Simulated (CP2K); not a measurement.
Crystal: CuO.

```
CELL_PARAMETERS angstrom
3.17550 0.00000 0.00000
0.00000 3.17550 0.00000
0.00000 0.00000 4.64953
ATOMIC_POSITIONS crystal
Cu 0.00000 0.00000 0.00000
Cu 0.50000 0.50000 0.00000
O 0.50000 0.00000 0.26700
O 0.00000 0.50000 0.73300
```

The cell was built by a generator and needn't be a form met in nature.

Program: CP2K 2026.2. Alike in all runs: no spin polarisation; cell as given; smearing fermi-dirac 0.05 eV. Hardware: 2 MPI ranks on Arm Neoverse V1 (shared host).

**Question.** Order these runs on this cell by their wall time, lowest first.
A. task band structure; level r2SCAN; potentials or basis POTENTIAL_UZH Cu GTH-SCAN-q11, O GTH-SCAN-q6; TZVP-MOLOPT-SCAN-GTH basis; k mesh 8 × 8 × 6; EPS_DEFAULT 1.0E-10; points a segment of the path (NPOINTS) 10; bands added on the path 4; CUTOFF of the grids 850 Ry
B. task band structure; level PBE; potentials or basis POTENTIAL_UZH Cu GTH-PBE-q11, O GTH-PBE-q6; TZVP-MOLOPT-PBE-GTH basis; k mesh 8 × 8 × 6; EPS_DEFAULT 1.0E-9; points a segment of the path (NPOINTS) 10; bands added on the path 6; CUTOFF of the grids 600 Ry
C. task single point; level LDA; potentials or basis GTH_POTENTIALS Cu GTH-PADE-q11, O GTH-PADE-q6; DZVP-MOLOPT-SR-GTH basis; k mesh 6 × 6 × 5; EPS_DEFAULT 1.0E-10; CUTOFF of the grids 600 Ry

**Answer.** C (39 s), B (85 s), A (210 s).

Caveats: the run has no spin polarisation, though such a crystal can be magnetic.

Not every run made on this cell is shown here.
